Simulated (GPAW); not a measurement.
Set up this calculation in GPAW 26.7.0, as an ASE script.

```yaml
Task: single point
Functional: TB-mBJ
Potentials_or_basis: GPAW PAW data sets for LDA (gpaw-data 1.2.1)
Cutoff: 800 eV
Basis: pw
k_mesh: 8 × 8 × 8
Occupations: fermi-dirac, width 0.05 eV
Spin: no spin polarisation
Maxiter: 150
```

The system is MgSe.

```
Se Mg
1.0
     0.00000    2.72550    2.72550
     2.72550    0.00000    2.72550
     2.72550    2.72550    0.00000
Se Mg
1 1
Cartesian
  2.7255 2.7255 2.7255
  0.0000 0.0000 0.0000
```

One way to write it, as run:

run.py

```python
from ase import Atoms
from ase.dft.bandgap import bandgap
from ase.io import write
from gpaw import GPAW, PW

atoms = Atoms(['Se', 'Mg'],
              cell=[[0.0, 2.7255, 2.7255],
                    [2.7255, 0.0, 2.7255],
                    [2.7255, 2.7255, 0.0]],
              scaled_positions=[[0.5, 0.5, 0.5],
                                [0.0, 0.0, 0.0]],
              pbc=True)

calc = GPAW(mode=PW(800),
            xc='TB09',
            kpts={'size': (8, 8, 8), 'gamma': True},
            occupations={'name': 'fermi-dirac', 'width': 0.05},
            nbands=16,
            convergence={'density': 1e-05, 'energy': 1e-05},
            eigensolver='cg',
            maxiter=150,
            txt='gpaw.txt')
atoms.calc = calc
energy = atoms.get_potential_energy()
calc.write('gs.gpw')
write('result.traj', atoms)
print('Fermi level:', round(calc.get_fermi_level(), 4), 'eV')
print(f'Gap: {bandgap(calc)[0]:.4f} eV, direct: {bandgap(calc, direct=True)[0]:.4f} eV')
```

Potentials or basis: GPAW PAW data sets for LDA (gpaw-data 1.2.1), pw.

The run is started by

```sh
$ OMP_NUM_THREADS=1 python run.py
```

Results of the run:

The band gap on the k mesh is 2.75 eV, indirect (least direct gap 3.81 eV).

Caveat: a model potential gives levels but no total energy.

Wall time 60 s on 1 thread of Arm Neoverse V2, on a shared host, peak memory 0.25 GiB.
